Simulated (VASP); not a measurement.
Crystal: Y.

```
Y
1.0
     0.00000    3.54541    3.54541
     3.54541    0.00000    3.54541
     3.54541    3.54541    0.00000
Y
2
Cartesian
  0.8864 0.8864 0.8864
  6.2045 6.2045 6.2045
```

The cell was built by a generator and needn't be a form met in nature.

* Program: VASP 6.6.1
* Task: relaxation of cell and atoms
* Functional: revPBE
* Potentials or basis: VASP PAW PBE potentials, release 64 (Y_sv)
* Cutoff: 600 eV
* k mesh: 8 × 8 × 8
* Occupations: fermi-dirac, width 0.1 eV
* Spin: no spin polarisation

At the start: pressure 0.6 GPa; volume 44.57 Å³/atom.

Task: How do energy, volume and symmetry change on relaxing?

Result: Over 4 steps the energy falls by 8.6 meV/atom and the volume is 49.75 Å³/atom (+11.6 %); space group Fd-3m (No. 227, to 0.05 Å).

Step by step:
```
step  energy change (eV)  largest force (eV/Å)  pressure (GPa)  volume (Å³)
   1              0.0000                0.0000            0.64        89.13
   2             -0.0075                0.0000            0.42        91.43
   3             -0.0167                0.0000            0.07        97.93
   4             -0.0172                0.0000            0.01        99.49
```

Final structure:
```
Y
1.0
     0.00000    3.67781    3.67781
     3.67781    0.00000    3.67781
     3.67781    3.67781    0.00000
Y
2
Direct
  0.12500 0.12500 0.12500
  0.87500 0.87500 0.87500
```

Caveat: the PAW data sets were made with another functional, which shifts forces and pressure a little.
